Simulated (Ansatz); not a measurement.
# Ba: from a trial structure to a relaxed crystal

Computed with DFT PBE, scalar-relativistic, plane waves, PAW in Ansatz.

Ba was placed on the sites of a reported Hg cell (P2_1/c, No. 14), at a guessed volume.

Input of the last, converged step (default PAW datasets):

```yaml
crystal:
  lattice:
    - [8.3073250349, 0.0, 0.3968437528]
    - [0.0, 7.1068997814, 0.0]
    - [-3.3338754883, 0.0, 6.271295541]
  atoms:
    - { symbol: Ba, position: [0.0, 0.0, 0.0] }
    - { symbol: Ba, position: [0.0, 0.5, 0.5] }
    - { symbol: Ba, position: [0.3334429605, 0.4996291724, 0.165941734] }
    - { symbol: Ba, position: [0.6665570395, 0.9996291724, 0.334058266] }
    - { symbol: Ba, position: [0.6665570395, 0.5003708276, 0.834058266] }
    - { symbol: Ba, position: [0.3334429605, 0.0003708276, 0.665941734] }
basis:
  ecutwfc: 420
kpoints:
  mp_grid: { grid: [6, 6, 6] }
hamiltonian:
  xc: pbe
scf:
  occupations: { method: gaussian, width: 0.1 }
output:
  forces: true
  stress: true
  eigenvalues: true
relax:
  adjacent_minimum: "off"
  f_tol: 0.01
  max_steps: 80
  cell: { stress_tol: 0.05 }
```

It can be run as:

```bash
ansatz run input.yaml --threads 1 --pin off --backend cpu --events-out ev --progress --plain --runs-dir out  # memory cap (--max-ram) not shown
```

The program printed at the end:

```
SCF converged after 5 iterations
Free energy (F): -35697.261154 eV
Harris-Foulkes:  -35697.261154 eV  (|F-HF|=1.46e-11)
Internal energy: -35697.226147 eV  (E = F + TS)
E sigma→0 (E₀):  -35697.243651 eV
Entropy (-TS):   -0.035006 eV (-5.834 meV/atom)
Fermi energy:    5.789408 eV
--- Per-component energies (eV) ---
  E_band       = -511.768494
  E_kinetic    = 998.075996
  E_local      = -2268.829657  (includes V_loc(G=0)·N_el)
  E_nonlocal   = 342.541879
  E_hartree    = 716.136416
  E_xc         = -998.897152
  E_vxc        = -801.235623  (∫ρ·V_xc dr)
  E_paw        = -31354.943907  (= ΣΔE_a)
  E_vpaw       = -214.593987  (= ΣTr[D̂ρ^β])
  E_aug_tail   = -0.000010  (compensation charges beyond the density's cutoff)
  E_ewald      = -3131.309713
  E_smearing   = -0.035006  (= −TS)
  E_closure    =  0.000000  (closes the sum)
  Σ components = -35697.261154   (vs F -35697.261154, Δ=0.00e0)
--- Forces (eV/Å), atoms counted from 1 ---
  atom   1  Ba     0.00000000     0.00000000     0.00000000
  atom   2  Ba     0.00000000     0.00000000     0.00000000
  atom   3  Ba    -0.00641429     0.00266383     0.00911904
  atom   4  Ba     0.00641429     0.00266383    -0.00911904
  atom   5  Ba     0.00641429    -0.00266383    -0.00911904
  atom   6  Ba    -0.00641429    -0.00266383     0.00911904
  max |Σ_I F_I| component: 8.67e-19 eV/Å
--- Stress (GPa, compression-positive) ---
        0.001505       0.000000      -0.001608
        0.000000      -0.003302       0.000000
       -0.001608       0.000000      -0.003505
  P = ⅓ Tr σ = -0.0018 GPa (-0.018 kbar)
--- Relaxed structure (1 steps of the walk, 1 accepted, 1 SCFs on fresh bases) ---
  F+E_penalty+E_count = -35697.26115372 eV   max|allowed force component| = 9.119e-3 eV/Å   (the final SCF, on the basis selected at the relaxed cell)
  cell:  # Å, volume = 379.6557 Å³
    - [8.307325, 0.0, 0.396844]
    - [0.0, 7.106900, 0.0]
    - [-3.333875, 0.0, 6.271296]
  atoms:
    - { symbol: Ba, position: [0.0, 0.0, 0.0] }
    - { symbol: Ba, position: [0.0, 0.500000, 0.500000] }
    - { symbol: Ba, position: [0.333443, 0.499629, 0.165942] }
    - { symbol: Ba, position: [0.666557, 0.999629, 0.334058] }
    - { symbol: Ba, position: [0.666557, 0.500371, 0.834058] }
    - { symbol: Ba, position: [0.333443, 0.000371, 0.665942] }
```

Total energies depend on the potentials used, so only differences within one code and one set of settings carry meaning.

The result has space group Im-3m (No. 229). Ba has 8 Ba at 4.35 Å and 6 Ba at 5.02 Å.

Symmetry constrained the relaxation, so the result can be a saddle point.